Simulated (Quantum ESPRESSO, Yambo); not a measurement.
Planning a run of Yambo 5.3.0 on InP (F-43m). The input:

```
HF_and_locXC
gw0
dyson
ppa
em1d
rim_cut
RandQpts= 1000000
RandGvec= 1 RL
EXXRLvcs= 80 Ry
VXCRLvcs= 320 Ry
Chimod= "HARTREE"
% BndsRnXp
 1 | 127 |
%
NGsBlkXp= 15.5 Ry
% LongDrXp
 1 | 1 | 1 |
%
% GbndRnge
 1 | 127 |
%
DysSolver= "n"
ExtendOut
PPAPntXp= 27.21138 eV
% QPkrange
 1 | 1 | 12 | 15 |
%
```

```sh
OMP_NUM_THREADS=1 mpirun -n 8 yambo -F gw14.in -J gw14 -C gw14 > gw14.log
```

The stored states that it reads are on a 6×6×6 mesh. It takes space group F-43m (No. 216, cubic). The conventional cell has a = 5.869 Å, b = 5.869 Å, c = 5.869 Å, α = 90.00°, β = 90.00°, γ = 90.00°. In has 4 P at 2.54 Å nearest. Nearest to P lie 4 In at 2.54 Å. Farther neighbours are not listed.

Question: How long will it take on 8 MPI ranks of INTEL XEON PLATINUM 8581C at 2.30GHz (Emerald Rapids), shared host, and how much memory?

It took 5.2 min; on shared hardware allow 2.6 min to 10 min. Peak host memory was 4.1 GiB.

The screening grows as filled bands × empty bands × pairs of k points, times the square of the screening basis for the matrix.

[Paths, hosts, dates, memory and timing lines, banners, echoed tables and standing remarks are left out of the program output.]

[Logs are printed without paths, hosts, clocks, repeated set-up lines and the standing remarks that a program may print on its own settings, such as how far it seeks lower states.]

[Runs of the session that timed out or met a known fault of the program may be left out.]

[Hosts, paths, dates, database ids (printed as entryN), source tags and the programs' standing remarks are cut or masked in the printed files.]
